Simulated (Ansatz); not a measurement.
Ca:

```xyz
2
Lattice="3.9800 0.0000 0.0000 -1.9900 3.4468 0.0000 0.0000 0.0000 6.5200" Properties=species:S:1:pos:R:3 pbc="T T T"
Ca    1.9900    1.1489    4.8900
Ca    0.0000    2.2979    1.6300
```

This isn't the form of Ca at room conditions, which is fcc.

```yaml
Program: Ansatz 0.2.0
Task: relaxation of cell and atoms
Functional: PBEsol
Potentials_or_basis: Ansatz PAW
Cutoff: "420 eV (not typed: the program's choice for these potentials)"
k_mesh: 8 × 8 × 4
Occupations: fermi-dirac, width 0.05 eV
Spin: no spin polarisation
```

At the start: volume 44.72 Å³/atom.

Q: How do energy, volume and symmetry change on relaxing?

A: It ends after 5 steps and the volume is 40.80 Å³/atom (-8.8 %); space group P6_3/mmc (No. 194, to 0.05 Å).

Step by step:
```tsv
step	energy change (eV)	largest force (eV/Å)	volume (Å³)
1	0.0000	0.0000	89.44
2	-0.0258	0.0000	85.89
3	-0.0378	0.0000	81.05
4	-0.0380	0.0000	81.60
5	-0.0380	0.0000	81.60
```

Final structure:
```
Ca
1.0
     3.84549    0.00000    0.00000
    -1.92275    3.33029    0.00000
     0.00000    0.00000    6.37182
Ca
2
Direct
  0.66667 0.33333 0.75000
  0.33333 0.66667 0.25000
```

Caveat: the plane-wave basis is chosen anew once the cell has moved, so the energies of steps on either side of that aren't comparable; the PAW data sets come from PBE, with cores solved anew for the run's functional, which leaves a small shift of forces and pressure.
